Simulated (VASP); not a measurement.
## Ti: relaxation of cell and atoms with PBE

Crystal: Ti.

```xyz
2
Lattice="2.9369 0.0000 0.0000 -1.4684 2.5434 0.0000 0.0000 0.0000 4.6436" Properties=species:S:1:pos:R:3 pbc="T T T"
Ti    0.0000    1.6956    1.1609
Ti    1.4684    0.8478    3.4827
```

| Property | Result |
| --- | --- |
| Program | VASP 6.6.1 |
| Task | relaxation of cell and atoms |
| Functional | PBE |
| Potentials or basis | VASP PAW PBE potentials, release 64 (Ti_sv) |
| Cutoff | 600 eV |
| k mesh | 17 × 17 × 10 |
| Occupations | methfessel-paxton, width 0.1 eV |
| Spin | no spin polarisation |
| Further INCAR settings | ALGO = Normal; EDIFF = 1e-06; IBRION = 2; EDIFFG = -0.005; NSW = 80; ISIF = 3 |

| Quantity | Value |
| --- | --- |
| Pressure after relaxing | 0.0 GPa |
| Band gap on the k mesh | none (metal or under the smearing width) |

Final structure:
```yaml
crystal:
  lattice:
    - [2.93686, 0.00000, 0.00000]
    - [-1.46843, 2.54340, 0.00000]
    - [0.00000, 0.00000, 4.64364]
  atoms:
    - { symbol: Ti, position: [0.33333, 0.66667, 0.25000] }
    - { symbol: Ti, position: [0.66667, 0.33333, 0.75000] }
```

Levels at points of the mesh, in eV from the Fermi level:
| k point | band 8 | band 9 | band 10 | band 11 | band 12 | band 13 | band 14 | band 15 | band 16 |
| --- | --- | --- | --- | --- | --- | --- | --- | --- | --- |
| (0.00, 0.00, 0.00) | -32.72 | -6.24 | -2.71 | 0.75 | 0.75 | 0.77 | 0.87 | 1.25 | 1.25 |
| (0.00, 0.00, 0.50) | -32.78 | -4.37 | -4.37 | 0.07 | 0.07 | 0.65 | 0.65 | 0.65 | 0.65 |

It took 36 s on 2 MPI ranks on AMD EPYC 9R45 96-Core Processor (Zen 5), with other jobs on the host, peak memory 0.22 GiB a rank.

Caveat: the relaxation stopped at its first step, so nothing moved.
